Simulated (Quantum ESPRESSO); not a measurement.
Cu: single point with PBE

Crystal: Cu.

```
Cu
1.0
    -0.00858    1.79575    1.80169
     1.82295   -0.02405    1.81716
     1.79533    1.78360    0.00357
Cu
1
Direct
  0.00146 0.97571 0.02932
```

The cell isn't the ideal one: cell strained at random at fixed volume.

```yaml
Program: Quantum ESPRESSO 7.5
Task: single point
Functional: PBE
Potentials_or_basis: SSSP 1.3 efficiency PBE
Cutoff: 748 eV
Density_cutoff: 5987 eV
k_mesh: 13 × 13 × 13
Occupations: fermi-dirac, width 0.05 eV
Spin: no spin polarisation
Mixing_beta: 0.5
Most_SCF_iterations: 120
SCF_threshold: 2e-10 Ry
```

| Item | Value |
| --- | --- |
| Pressure | 1.3 GPa |
| Band gap on the k mesh | none (metal or under the smearing width) |

Stress tensor (GPa, compression positive):
```
 1.25  1.62 -0.80
 1.62  1.58  0.56
-0.80  0.56  1.15
```

Levels at points of the mesh, in eV from the Fermi level:
```tsv
k point	band 2	band 3	band 4	band 5	band 6	band 7	band 8	band 9
(0.00, 0.00, 0.00)	-3.23	-3.16	-3.11	-2.34	-2.32	22.65	24.59	25.31
```

Run time: 2.5 min on 1 thread of Arm Neoverse N1, on a shared host, peak memory 0.17 GiB.
